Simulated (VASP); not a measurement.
Input of a VASP 6.6.1 run:

INCAR

```
SYSTEM = InAgSe2
PREC = Accurate
ENCUT = 520
EDIFF = 1E-7
ISMEAR = -1
SIGMA = 0.05
LREAL = .False.
LASPH = .True.
NELM = 60
ALGO = Normal
ISIF = 2
LWAVE = .False.
LCHARG = .False.
GGA = PE
NBANDS = 46
```

The input KPOINTS:

```
regular mesh
0
Gamma
  6 6 6
  0 0 0
```

File POSCAR:

```
InAgSe2
1.0
   -3.0450000000      3.0450000000      5.8350000000
    3.0450000000     -3.0450000000      5.8350000000
    3.0450000000      3.0450000000     -5.8350000000
In Ag Se
2 2 4
Direct
    0.2500000000      0.7500000000      0.5000000000
    0.5000000000      0.5000000000      0.0000000000
    0.7500000000      0.2500000000      0.5000000000
    0.0000000000      0.0000000000      0.0000000000
    0.1250000000      0.6250000000      0.0000000000
    0.8750000000      0.8750000000      0.5000000000
    0.6250000000      0.1250000000      0.0000000000
    0.3750000000      0.3750000000      0.5000000000
```

Potentials or basis: VASP PAW PBE potentials, release 64 (In_d, Ag, Se).

The run is started by

```sh
$ cat potpaw_PBE.64/In_d/POTCAR potpaw_PBE.64/Ag/POTCAR potpaw_PBE.64/Se/POTCAR > POTCAR
$ mpirun -np 1 vasp_std > vasp.out
```

(1) Predict the largest force.

(2) Predict the pressure.

Answers

(1) 0.052 eV/Å.

(2) 3.6 GPa.

Caveat: the cell's inner coordinates are idealised or old, which leaves forces on the atoms.
